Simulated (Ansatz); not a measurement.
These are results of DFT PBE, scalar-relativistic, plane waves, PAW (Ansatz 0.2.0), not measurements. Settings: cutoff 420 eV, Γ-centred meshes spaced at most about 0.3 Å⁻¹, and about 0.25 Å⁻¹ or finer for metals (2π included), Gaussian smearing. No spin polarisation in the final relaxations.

Temperature and zero-point effects are left out.

Compare these two cells of SnO2, each relaxed at this level.

A.

Space group Pbcn (No. 60). a = 4.790 Å, b = 5.824 Å, c = 5.306 Å, α = 90.00°, β = 90.00°, γ = 90.00°
```tsv
atom	site	symmetry	x	y	z
Sn	4c	.2.	0.5000	0.6652	0.7500
O	8d	1	0.7302	0.6071	0.0782
```

B.

Space group P4/mmm (No. 123). a = 3.562 Å, b = 3.562 Å, c = 2.854 Å, α = 90.00°, β = 90.00°, γ = 90.00°
| atom | site | symmetry | x | y | z |
| --- | --- | --- | --- | --- | --- |
| Sn | 1b | 4/mmm | 0.0000 | 0.0000 | 0.5000 |
| O | 2f | mmm. | 0.5000 | 0.0000 | 0.0000 |

Question: Which form is favoured at zero pressure, and by what margin per atom?

Answer: A is lower, by 0.91 eV/atom. A has space group Pbcn (No. 60), 12.3 Å³/atom and a gap of 1.00 eV on its mesh; B has space group P4/mmm (No. 123), 12.1 Å³/atom and no gap. Counting O atoms around Sn (those within 1.25 times the shortest such distance or 1.15 times the sum of covalent radii, 1.27 where that leaves under three), A has Sn 6 and B has Sn 8. In A, Sn has 6 O at 2.06–2.14 Å; O is surrounded by 3 Sn at 2.06–2.14 Å. In B, Sn has 8 O at 2.28 Å; O has 4 Sn at 2.28 Å, 4 O at 2.52 Å and 2 O at 2.85 Å. Origin: A is a Materials Project cell, relaxed; B was invented. A third cell relaxed alike, in P4_2/mnm (a measured cell (COD)), lies 18 meV/atom below the lower of the two.

Kohn–Sham gaps at this level usually fall short of measured ones. Cells relaxed within their symmetry can be saddle points.

Form A is clearly favoured over B, but it is not the ground state: the P4_2/mnm cell, rutile-type cassiterite, lies lower still, as expected for SnO2. That gap is only 18 meV/atom because both structures are built from edge-sharing SnO6 octahedra, in straight chains in rutile and zigzag chains in A.

B's penalty does not come from eightfold coordination as such, which tin dioxide can adopt in fluorite-related structures under pressure. Its SnO8 prisms share square faces along c, which places Sn(IV) ions only 2.85 Å apart with poor screening by oxygen, while the Sn–O bonds stretch to 2.28 Å. Electrostatic repulsion and weaker Sn–O bonding therefore probably account for most of the 0.91 eV/atom. The missing gap suggests that close Sn–Sn and O–O contacts broaden the Sn 5s and O 2p bands until they overlap.

B is also barely denser than A, so moderate compression would do little to offset its energy cost.
